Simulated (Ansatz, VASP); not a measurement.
This is a calculation of Sn for VASP 6.6.1.

INCAR

```
ALGO = Fast
EDIFF = 1E-6
ENCUT = 520
GGA = PE
ISIF = 2
ISMEAR = 0
LASPH = T
LCHARG = F
LREAL = F
LWAVE = F
NBANDS = 21
NELM = 100
PREC = Accurate
SIGMA = 0.02
```

The input KPOINTS:

```
k-points
0
Gamma
  7 7 7
```

File POSCAR:

```
Sn
1.0
    0.0000000000      3.2333428000      3.2333428000
    3.2333428000      0.0000000000      3.2333428000
    3.2333428000      3.2333428000      0.0000000000
Sn
2
Direct
    0.7500000000      0.7500000000      0.7500000000
    0.5000000000      0.5000000000      0.5000000000
```

Potentials or basis: VASP PAW PBE potentials, release 64 (Sn_d).

Run with:

```bash
$ cat potpaw_PBE.64/Sn_d/POTCAR > POTCAR
$ mpirun -np 1 vasp_std > vasp.out
```

**Question.** Set up the same calculation for Ansatz 0.2.0. Potentials there: all-electron LAPW, scalar-relativistic.

**Answer.** As run (the cutoff follows the program's own potentials):

input.yaml

```yaml
crystal:
  lattice:
    - [0.0, 3.2333428, 3.2333428]
    - [3.2333428, 0.0, 3.2333428]
    - [3.2333428, 3.2333428, 0.0]
  atoms:
    - { symbol: Sn, position: [0.75, 0.75, 0.75] }
    - { symbol: Sn, position: [0.5, 0.5, 0.5] }
kpoints:
  mp_grid: { grid: [7, 7, 7] }
scf:
  occupations: { method: gaussian, width: 0.02 }
hamiltonian:
  xc: pbe
  pseudopotentials: { kind: all_electron, lapw: { basis_error: 0.001 } }
output:
  forces: true
  stress: true
  eigenvalues: true
```

Potentials or basis: all-electron LAPW, scalar-relativistic.

Launch:

```console
$ ansatz run input.yaml --threads 1 --pin off --max-ram 3072MiB --backend cpu --events-out ev --progress --plain --runs-dir out
```

Both were run:

|  | VASP | Ansatz | Ansatz less VASP |
| --- | --- | --- | --- |
| gap on the k mesh at the Fermi level (eV) | none | none | - |
| pressure (GPa) | 3.8 | 3.8 | +0.06 |

A gap of «none» marks a metal or a gap that the smearing closes. Ansatz ran all-electron here, so the differences hold the error of VASP's frozen core and of both bases.
